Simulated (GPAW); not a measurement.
Set up this calculation in GPAW 26.7.0, as an ASE script.

```yaml
Task: single point
Functional: PBE
Potentials_or_basis: GPAW PAW data sets (gpaw-data 1.2.1)
Cutoff: 600 eV
Basis: pw
k_mesh: 6 × 6 × 6
Occupations: fermi-dirac, width 0.05 eV
Spin: no spin polarisation
Maxiter: 80
```

Crystal: Ag.

```xyz
1
Lattice="0.0000 2.0427 2.0427 2.0427 0.0000 2.0427 2.0427 2.0427 0.0000" Properties=species:S:1:pos:R:3 pbc="T T T"
Ag    0.0000    0.0000    0.0000
```

One way to write it, as run:

run.py

```python
from ase import Atoms
from ase.dft.bandgap import bandgap
from ase.io import write
from ase.units import GPa
from gpaw import GPAW, PW

atoms = Atoms(['Ag'],
              cell=[[0.0, 2.04275, 2.04275],
                    [2.04275, 0.0, 2.04275],
                    [2.04275, 2.04275, 0.0]],
              scaled_positions=[[0.0, 0.0, 0.0]],
              pbc=True)

calc = GPAW(mode=PW(600),
            xc='PBE',
            kpts={'size': (6, 6, 6), 'gamma': True},
            occupations={'name': 'fermi-dirac', 'width': 0.05},
            nbands=18,
            convergence={'density': 1e-05, 'energy': 1e-05},
            maxiter=80,
            txt='gpaw.txt')
atoms.calc = calc
energy = atoms.get_potential_energy()
forces = atoms.get_forces()
stress = atoms.get_stress()
calc.write('gs.gpw')
write('result.traj', atoms)
print(f'Energy: {energy:.6f} eV')
print('Forces (eV/A):')
print(forces.round(4))
print('Stress (GPa):', (stress / GPa).round(3))
print('Fermi level:', round(calc.get_fermi_level(), 4), 'eV')
print(f'Gap: {bandgap(calc)[0]:.4f} eV, direct: {bandgap(calc, direct=True)[0]:.4f} eV')
```

Potentials or basis: GPAW PAW data sets (gpaw-data 1.2.1), pw.

The run is started by

```bash
$ OMP_NUM_THREADS=1 python run.py
```

Results of the run:

| Quantity | Value |
| --- | --- |
| Pressure | 5.4 GPa |
| Band gap on the k mesh | none (metal or under the smearing width) |

Caveat: the k mesh is coarse (spacing up to 0.44 Å⁻¹), so the values aren't converged.

Wall time 4.7 s on 1 thread of Arm Neoverse V2 (shared host), peak memory 0.13 GiB.
